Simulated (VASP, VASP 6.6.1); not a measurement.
# Lattice constants of TlBi₂ from density-functional theory: cell shape limited by k-point sampling

## What was measured

The reference is a powder X-ray diffraction measurement on polycrystalline TlBi₂, reported in "Superconductivity in TlBi$_2$ with a large Kadowaki-Woods ratio" (2022, arXiv:2204.04863). The lattice constants a and c of the hexagonal cell come from a Rietveld refinement. The sample was annealed at 210 °C and quenched. Two points matter for a comparison. The polycrystal was made with 10% extra Tl, so the composition of the hexagonal phase may differ somewhat from the ideal 1:2, and the temperature of the diffraction measurement is not stated.

| compared with | measured | method |
| --- | --- | --- |
| lattice constant a of the conventional cell (Å) | 5.68 ± 0.02 | powder XRD, Rietveld refinement |
| lattice constant c of the conventional cell (Å) | 3.37 ± 0.01 | powder XRD, Rietveld refinement |

Conditions are those given with the value in the passage it was taken from; "not stated" means there, and the paper may say more elsewhere.

## Approach

We want the cheapest level of theory that gives both a and c of TlBi₂ within 0.5 % of the measured values. That is about 0.03 Å in a and 0.02 Å in c, tight enough to separate common density functionals, whose lattice constants for heavy metals often differ by one per cent or more.

The model is the ordered, stoichiometric compound in space group P6/mmm, with three atoms in the cell. We start from a computed structure stretched by 3 % in volume and relax it with the symmetry kept. The nuclei are static at zero temperature. For a soft, heavy metal, warming to room temperature would typically lengthen the axes by a few tenths of a per cent, perhaps half a per cent, so a static calculation should fall slightly short of a room-temperature measurement.

We begin with a semilocal functional and light settings, and settle the k mesh and the cutoff there. Only then do we change the functional or add physics such as spin-orbit coupling, which both elements are heavy enough to make worth testing. Each addition has to be called for by the preceding results and weighed against its cost.

System: TlBi2; P6/mmm (No. 191), 3 atoms in the cell; conventional a = 5.709, c = 3.394 A, from a database of computed structures.

On the selection of runs and values: Further runs on this system are not shown.

## 1. PBEsol with light settings

PBEsol is a cheap functional designed for the equilibrium structures of solids, which makes it a sensible first level. We run it with a coarse 4×4×6 mesh at 450 eV, with an 8×8×10 mesh at a reduced cutoff of 240 eV, and with the finer mesh and the higher cutoff together. The third run serves as the common reference, so the effects of mesh and cutoff can be read separately. As TlBi₂ is a metal, we expect the coarse mesh to be the weaker of the two economies.

**Run 1.** VASP 6.6.1: PBEsol; 450 eV, 4x4x6 k mesh; cell and atoms relaxed, relaxed twice.

Key lines of the input:
```
PREC = Accurate
ENCUT = 450
EDIFF = 1E-06
NELM = 100
ISMEAR = 1
SIGMA = 0.15
ALGO = Normal
GGA = PS
NBANDS = 27
IBRION = 2
NSW = 50
ISIF = 3
EDIFFG = -0.004
KPOINTS: Gamma, 4 4 6
PAW data sets: Bi_d Tl_d (PBE 64)
```

Command:
```
mpirun -np 2 vasp_std
```

Selected lines of the output:
```
     5.615547820  0.000000000  0.000000000     0.178077016  0.102812813  0.000000000
```

Converged; 34 s on 2 cores of Intel Xeon 6975P-C (Granite Rapids), shared host (all steps together).

**Run 2.** VASP 6.6.1: PBEsol; 240 eV, 8x8x10 k mesh; cell and atoms relaxed, relaxed twice.

Key lines of the input, as changed from run 1:
```diff
- ENCUT = 450
+ ENCUT = 240
- KPOINTS: Gamma, 4 4 6
+ KPOINTS: Gamma, 8 8 10
```

Selected lines of the output:
```
     5.564793851 -0.000000000  0.000000000     0.179701176  0.103750522  0.000000000
```

Converged; wall time 61 s (all steps together).

**Run 3.** VASP 6.6.1: PBEsol; 450 eV, 8x8x10 k mesh; cell and atoms relaxed, relaxed twice.

Key lines of the input, as changed from run 1:
```diff
- KPOINTS: Gamma, 4 4 6
+ KPOINTS: Gamma, 8 8 10
```

Selected lines of the output:
```
  volume of cell :       91.62
     5.601449054 -0.000000000  0.000000000     0.178525233  0.103071592  0.000000000
    -0.000000000  0.000000000  3.371738008     0.000000000  0.000000000  0.296582949
```

Converged; wall time 2.5 min (all steps together).

| quantity | run 1 | run 2 | run 3 | measured |
| --- | --- | --- | --- | --- |
| lattice constant a of the conventional cell (Å) | 5.616 | 5.565 | 5.601 | 5.68 ± 0.02 |
| lattice constant c of the conventional cell (Å) | 3.384 | 3.348 | 3.372 | 3.37 ± 0.01 |
| volume of the conventional cell (Å³) | 92.41 | 89.78 | 91.62 |  |
| space group at the end | P6/mmm | P6/mmm | P6/mmm |  |
| pressure left at the end (GPa) | 0.01333 | −0.00532 | 0.00362 |  |

With the finer mesh and the 450 eV cutoff, PBEsol gives c = 3.372 Å, practically on the measured 3.37 Å, but a = 5.601 Å, about 1.4 % short of 5.68 Å. The target is therefore met along c and clearly missed in the plane. Ordinary thermal expansion could account for only part of the shortfall in a, and if it acted on both axes it would erode the agreement in c. The error is one of shape as well as size.

We had expected the coarse mesh to be the weaker economy, but the low cutoff does more harm. Going down to 240 eV shortens a by 0.037 Å and c by 0.024 Å, whereas the 4×4×6 mesh lengthens them by about 0.014 and 0.012 Å (run 1 less run 3). The low cutoff alone uses up more than the whole tolerance, so we keep 450 eV. This test rules out the lower cutoff but does not show that 450 eV is converged, which would need a run at a higher cutoff.

## 2. A denser mesh and a second functional

The mesh still moved both axes by a few tenths of a per cent between the two settings, so we go on to 10×10×14 with PBEsol to see whether 8×8×10 is enough. Alongside it we try AM05, another semilocal functional made with solids in mind, at about the same cost per step. We expect the denser mesh to change little, and AM05 to lie near PBEsol. It would have to lengthen a without lengthening c to be of use here.

**Run 4.** VASP 6.6.1: PBEsol; 450 eV, 10x10x14 k mesh; cell and atoms relaxed, relaxed twice.

Key lines of the input, as changed from run 1:
```diff
- KPOINTS: Gamma, 4 4 6
+ KPOINTS: Gamma, 10 10 14
```

Selected lines of the output:
```
  volume of cell :       91.56
     5.635775190 -0.000000000  0.000000000     0.177437880  0.102443808 -0.000000000
     0.000000000  0.000000000  3.328663184     0.000000000  0.000000000  0.300420903
```

Converged; wall time 2.7 min (all steps together).

**Run 5.** VASP 6.6.1: AM05; 450 eV, 8x8x10 k mesh; cell and atoms relaxed, relaxed twice.

Key lines of the input, as changed from run 3:
```diff
- GGA = PS
+ GGA = AM
```

Selected lines of the output:
```
  volume of cell :       92.12
```

Converged; wall time 1.7 min (all steps together).

| quantity | run 4 | run 5 | measured |
| --- | --- | --- | --- |
| lattice constant a of the conventional cell (Å) | 5.636 | 5.611 | 5.68 ± 0.02 |
| lattice constant c of the conventional cell (Å) | 3.329 | 3.379 | 3.37 ± 0.01 |
| volume of the conventional cell (Å³) | 91.56 | 92.12 |  |
| space group at the end | P6/mmm | P6/mmm |  |
| pressure left at the end (GPa) | 0.00709 | 0.00500 |  |

The denser mesh overturns our first reading of PBEsol. Between 8×8×10 and 10×10×14 the volume hardly changes, from 91.62 to 91.56 Å³, but a grows by 0.034 Å and c shrinks by 0.043 Å. The cell trades one axis against the other at almost constant volume, so its shape is far more sensitive to the k mesh than its size. The close match in c on the coarser mesh does not survive better sampling and cannot be counted as a success. On the denser mesh PBEsol is short along both axes, by about 0.8 % in a and 1.2 % in c, and misses the target twice.

AM05 has to be compared with PBEsol on the same 8×8×10 mesh. There it lengthens a by 0.010 Å and c by 0.007 Å, a step in the right direction but a small one. Its own axes carry the same doubt about the mesh, and we have no grounds for calling its c a success.

## 3. Functionals that may enlarge the cell

The measured axes correspond to a volume of about 94 Å³, nearly 3 % above PBEsol, which is more than we would readily assign to temperature. What is needed is a larger cell. LDA usually binds more tightly than PBEsol, and an added attractive dispersion term would normally contract the cell, so neither is a promising next step.

We turn instead to two dearer functionals: optB86b-vdW, which includes nonlocal correlation, and the meta-GGA r2SCAN. We expect both to give a larger volume than PBEsol, r2SCAN probably the larger of the two. Both use the 8×8×10 mesh, so the volume is the safer guide and the separate axes must be read with the mesh shift in mind.

**Run 6.** VASP 6.6.1: optB86b-vdW; 450 eV, 8x8x10 k mesh; cell and atoms relaxed, relaxed twice, LASPH on.

Key lines of the input, as changed from run 3:
```diff
- GGA = PS
+ GGA = MK
+ AGGAC = 0
+ LUSE_VDW = .TRUE.
+ PARAM1 = 0.1234
+ PARAM2 = 1
+ LASPH = .TRUE.
```

Selected lines of the output:
```
  volume of cell :       94.28
     5.653382677  0.000000000  0.000000000     0.176885249  0.102124746  0.000000000
     0.000000000  0.000000000  3.406071607     0.000000000  0.000000000  0.293593358
```

Converged; wall time 5.2 min (all steps together).

**Run 7.** VASP 6.6.1: r2SCAN; 450 eV, 8x8x10 k mesh; cell and atoms relaxed, LASPH on.

Key lines of the input, as changed from run 3:
```diff
- GGA = PS
+ METAGGA = R2SCAN
+ LASPH = .TRUE.
```

Selected lines of the output:
```
     5.683674161  0.000000000  0.000000000     0.175942528  0.101580466 -0.000000000
     0.000000000  0.000000000  3.430014465    -0.000000000  0.000000000  0.291543960
```

Converged; wall time 5.5 min.

| quantity | run 6 | run 7 | measured |
| --- | --- | --- | --- |
| lattice constant a of the conventional cell (Å) | 5.653 | 5.684 | 5.68 ± 0.02 |
| lattice constant c of the conventional cell (Å) | 3.406 | 3.430 | 3.37 ± 0.01 |
| volume of the conventional cell (Å³) | 94.28 | 95.96 |  |
| space group at the end | P6/mmm | P6/mmm |  |
| pressure left at the end (GPa) | −0.00440 | 0.00630 |  |

Both functionals enlarge the cell as we expected. optB86b-vdW gives 94.28 Å³, close to the roughly 94 Å³ of the measured axes, and r2SCAN goes further, to 95.96 Å³. Neither meets the target as run. With optB86b-vdW, a = 5.653 Å lies just inside the tolerance, but c is about 1.1 % too long. With r2SCAN, a agrees almost exactly and c is about 1.8 % too long.

The ratio c/a helps to separate the functional from the mesh. All four functionals on the 8×8×10 mesh give 0.602 to 0.603, against 0.593 measured, while PBEsol on the denser mesh gives 0.591. Changing the functional thus mainly scales the cell, and the mesh does much more to its shape. If the PBEsol mesh shift carried over to optB86b-vdW, both axes would come within the target. That is a conjecture, since the shift was found with another functional.

## 4. Spin-orbit coupling and nonlocal correlation

Two pieces of physics remain to be tested. Spin-orbit coupling is strong in both Tl and Bi, and we add it to PBEsol to see whether its absence explains the small cell. To limit the cost we use a 6×6×8 mesh, so only a volume change clearly larger than the mesh scatter of PBEsol can be credited to the coupling.

We also add the nonlocal rVV10 correlation to r2SCAN on the 8×8×10 mesh. The extra attraction should contract a cell that is now too large, but we expect c/a to stay near 0.60, in which case the two axes cannot both reach the target.

**Run 8.** VASP 6.6.1: PBEsol with spin-orbit coupling; 450 eV, 6x6x8 k mesh; cell and atoms relaxed, relaxed twice, LASPH on.

Key lines of the input, as changed from run 1:
```diff
- NBANDS = 27
+ LNONCOLLINEAR = .TRUE.
+ MAGMOM = 0 0 0 0 0 0 0 0 0
+ NBANDS = 54
+ GGA_COMPAT = .FALSE.
+ LASPH = .TRUE.
+ LSORBIT = .TRUE.
- KPOINTS: Gamma, 4 4 6
+ KPOINTS: Gamma, 6 6 8
```

Command:
```
mpirun -np 2 vasp_ncl
```

Selected lines of the output:
```
  volume of cell :       92.96
     5.673945162  0.000000000 -0.000000000     0.176244213  0.101754644 -0.000000000
     0.000000000  0.000000000  3.334375775     0.000000000  0.000000000  0.299906210
```

Converged; wall time 6.4 min (all steps together).

**Run 9.** VASP 6.6.1: r2SCAN + rVV10; 450 eV, 8x8x10 k mesh; cell and atoms relaxed, relaxed twice, LASPH on.

Key lines of the input, as changed from run 7:
```diff
+ LUSE_VDW = .TRUE.
+ IVDW_NL = 2
+ BPARAM = 11.95
+ CPARAM = 0.0093
```

Selected lines of the output:
```
  volume of cell :       94.04
     0.000000000  0.000000000  3.403736699     0.000000000  0.000000000  0.293794758
```

Converged; wall time 7.3 min (all steps together).

| quantity | run 8 | run 9 | measured |
| --- | --- | --- | --- |
| lattice constant a of the conventional cell (Å) | 5.674 | 5.648 | 5.68 ± 0.02 |
| lattice constant c of the conventional cell (Å) | 3.334 | 3.404 | 3.37 ± 0.01 |
| volume of the conventional cell (Å³) | 92.96 | 94.04 |  |
| space group at the end | P6/mmm | P6/mmm |  |
| pressure left at the end (GPa) | 0.01443 | −0.01116 |  |

Neither calculation meets the target on both axes. PBEsol with spin-orbit coupling gives a = 5.674 Å, within about 0.1 % of the measured value, but c = 3.334 Å is about 1.1 % too short. Its volume of 92.96 Å³ is about 1.4 Å³ above PBEsol on the densest mesh but only about 0.55 Å³ above it on the coarsest, while the three PBEsol meshes at 450 eV differ among themselves by up to 0.85 Å³. Lying above all three hints that the coupling expands the cell, though not by enough to reach the measured volume, but the margin is not clearly beyond the mesh scatter, and this run also switches on LASPH, which the other PBEsol runs lack. The size of the effect remains uncertain without a scalar-relativistic run on the same 6×6×8 mesh, and the good value of a carries the same doubt.

Adding rVV10 to r2SCAN contracts the cell by 2 %, to 94.04 Å³, close to the volume implied by the measured axes. The ratio c/a stays at 0.603, as we expected, so a falls just outside the tolerance at about 0.6 % short and c remains 1.0 % too long. This is nearly the same cell as optB86b-vdW gave on the same mesh. Two quite different functionals with nonlocal correlation thus agree on the size of the cell and deviate alike in its shape. The PBEsol mesh test makes sampling a plausible cause of that deviation, but neither functional was run on a denser mesh.

## All runs against the measurement

| run | settings | lattice constant a of the conventional cell (Å) | deviation | lattice constant c of the conventional cell (Å) | deviation | cost |
| --- | --- | --- | --- | --- | --- | --- |
| 1 | PBEsol, 450 eV, 4x4x6 k mesh, relaxed twice | 5.616 | −0.064 (−1.1 %) | 3.384 | +0.014 (+0.4 %) | 69 core-s |
| 2 | PBEsol, 240 eV, 8x8x10 k mesh, relaxed twice | 5.565 | −0.115 (−2.0 %) | 3.348 | −0.022 (−0.7 %) | 2 core-min |
| 3 | PBEsol, 450 eV, 8x8x10 k mesh, relaxed twice | 5.601 | −0.079 (−1.4 %) | 3.372 | +0.002 (+0.1 %) | 5 core-min |
| 4 | PBEsol, 450 eV, 10x10x14 k mesh, relaxed twice | 5.636 | −0.044 (−0.8 %) | 3.329 | −0.041 (−1.2 %) | 5.5 core-min |
| 5 | AM05, 450 eV, 8x8x10 k mesh, relaxed twice | 5.611 | −0.069 (−1.2 %) | 3.379 | +0.009 (+0.3 %) | 3.5 core-min |
| 6 | optB86b-vdW, 450 eV, 8x8x10 k mesh, relaxed twice, LASPH on | 5.653 | −0.027 (−0.5 %) | 3.406 | +0.036 (+1.1 %) | 10 core-min |
| 7 | r2SCAN, 450 eV, 8x8x10 k mesh, LASPH on | 5.684 | +0.004 (+0.1 %) | 3.430 | +0.060 (+1.8 %) | 11 core-min |
| 8 | PBEsol with spin-orbit coupling, 450 eV, 6x6x8 k mesh, relaxed twice, LASPH on | 5.674 | −0.006 (−0.1 %) | 3.334 | −0.036 (−1.1 %) | 13 core-min |
| 9 | r2SCAN + rVV10, 450 eV, 8x8x10 k mesh, relaxed twice, LASPH on | 5.648 | −0.032 (−0.6 %) | 3.404 | +0.034 (+1.0 %) | 15 core-min |
|  | measured | 5.68 ± 0.02 |  | 3.37 ± 0.01 |  |  |

## Conclusion

The target was not met: no level we ran brings both a and c within 0.5 % of experiment. PBEsol on its densest mesh, the best-sampled calculation here, is 0.8 % short in a and 1.2 % short in c, at 5.5 core-minutes. PBEsol with spin-orbit coupling matches a but leaves c 1.1 % short. optB86b-vdW and r2SCAN + rVV10 come close in a and are about 1 % too long in c, at two to three times the cost of plain PBEsol.

The decisive step was the denser mesh. It moved c by 1.3 %, more than twice the tolerance, and showed that the early agreement of PBEsol in c cannot be relied on. Even that mesh has not been shown to be converged, and mesh and cutoff were tested with PBEsol alone. Single-axis matches elsewhere, such as a from r2SCAN, therefore carry little weight. The 240 eV run served only to rule out that cutoff, and AM05 changed little.

The volume is steadier. optB86b-vdW and r2SCAN + rVV10 both reproduce the measured one closely (the stated uncertainties of the axes leave it uncertain by somewhat under one per cent), but without spin-orbit coupling or thermal expansion. Both would probably enlarge the cell, so this agreement may rest on a cancellation. PBEsol with spin-orbit coupling falls about 1.3 % short in volume, an amount that warming to room temperature could plausibly supply. Its error in shape would remain, and coarse sampling may be the cause.

We could not settle whether optB86b-vdW would meet the target on a denser mesh, as the PBEsol shift suggests, nor how large the spin-orbit effect is at a fixed mesh. The unstated measurement temperature and the extra Tl in the sample also remain open.

[Logs are printed without paths, hosts, clocks, repeated set-up lines and the standing remarks that a program may print on its own settings, such as how far it seeks lower states.]

[The runs shown are a pick from a larger set of finished runs; failed, doubtful and other runs were left out of it ahead of writing. So were measured values far from every level or from commonly accepted values, and agreement can look better than it is. Lines of input and output are excerpts and may be shortened.]

[The starting structure comes from the Materials Project.]
